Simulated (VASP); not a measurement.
# BaTiO₃, self-consistent run: which settings are enough?

BaTiO₃, Pm-3m (no. 221), 5 atoms in the cell. TPSS; PAW potentials Ba_sv, Ti_sv, O (PBE set). VASP 6.6.1.

Wanted: energy within 0.2 meV/atom; levels at the zone centre within 0.003 eV.

What the run is for: comparing ways to start; Accuracy asked: tight.

Levels at the zone centre: counted from the valence top at that point.

POSCAR:
```
BaTiO3
1.0
    4.0060000000      0.0000000000      0.0000000000
    0.0000000000      4.0060000000      0.0000000000
    0.0000000000      0.0000000000      4.0060000000
Ba Ti O
1 1 3
Direct
    0.5000000000      0.5000000000      0.5000000000
    0.0000000000      0.0000000000      0.0000000000
    0.0000000000      0.0000000000      0.5000000000
    0.0000000000      0.5000000000      0.0000000000
    0.5000000000      0.0000000000      0.0000000000
```

## How the run starts (with a second run first, the time holds both)

| How the run starts (with a second run first, the time holds both) | Energy less reference (meV/atom) | Levels at the zone centre, largest deviation (eV) | Time (s) |
|---|---|---|---|
| from scratch: 20 SCF iterations | 0.00 | 0.0000 | 116 |
| PBE orbitals (WAVECAR): 13 + 10 SCF iterations | 0.00 | 0.0002 | 92 |
| PBE density (CHGCAR): 13 + 26 SCF iterations | 0.00 | 0.0002 | 186 |
| loose PBE orbitals: 11 + 9 SCF iterations | 0.00 | 0.0003 | 86 |

Chosen: loose PBE orbitals: 11 + 9 SCF iterations; it saves 30.3 s of 116, so from scratch: 20 SCF iterations would do nearly as well.

## All choices together

| Input | Energy less reference (meV/atom) | Levels at the zone centre, largest deviation (eV) | Time (s) |
|---|---|---|---|
| chosen settings | 0.00 | 0.0003 | 86 |
| reference settings throughout | 0.00 | 0.0000 | 116 |

The tolerance is met.

Values of the reference run: Levels at the zone centre: 0, 0, 1.978 eV from the valence top at Gamma.

## The input

INCAR.step1:
```
SYSTEM = BaTiO3
ISMEAR = 0
SIGMA = 0.03
LWAVE = .TRUE.
LCHARG = .TRUE.
ISIF = 2
PREC = Accurate
LASPH = .TRUE.
LREAL = .FALSE.
ALGO = Normal
EDIFF = 0.001
NELM = 120
GGA_COMPAT = .FALSE.
ENCUT = 580
EFERMI = MIDGAP
GGA = PE
```

INCAR.step2:
```
SYSTEM = BaTiO3
METAGGA = TPSS
ISMEAR = 0
SIGMA = 0.03
LWAVE = .FALSE.
LCHARG = .FALSE.
ISIF = 2
PREC = Accurate
LASPH = .TRUE.
LREAL = .FALSE.
ALGO = Normal
EDIFF = 1E-6
NELM = 120
GGA_COMPAT = .FALSE.
ENCUT = 580
EFERMI = MIDGAP
LMIXTAU = .TRUE.
ISTART = 1
```

KPOINTS:
```
k-points
0
Gamma
  6 6 6
```

Commands (each step's output is kept before the next begins):
```
cat potpaw_PBE.64/Ba_sv/POTCAR potpaw_PBE.64/Ti_sv/POTCAR potpaw_PBE.64/O/POTCAR > POTCAR
cp INCAR.step1 INCAR
mpirun -np 1 vasp_std > vasp.out
cp INCAR.step2 INCAR
mpirun -np 1 vasp_std > vasp.out
```

The chosen input took VASP 6.6.1 86 s on 1 core (Intel Xeon Platinum 8375C @ 2.90GHz (Ice Lake)), a shared host.
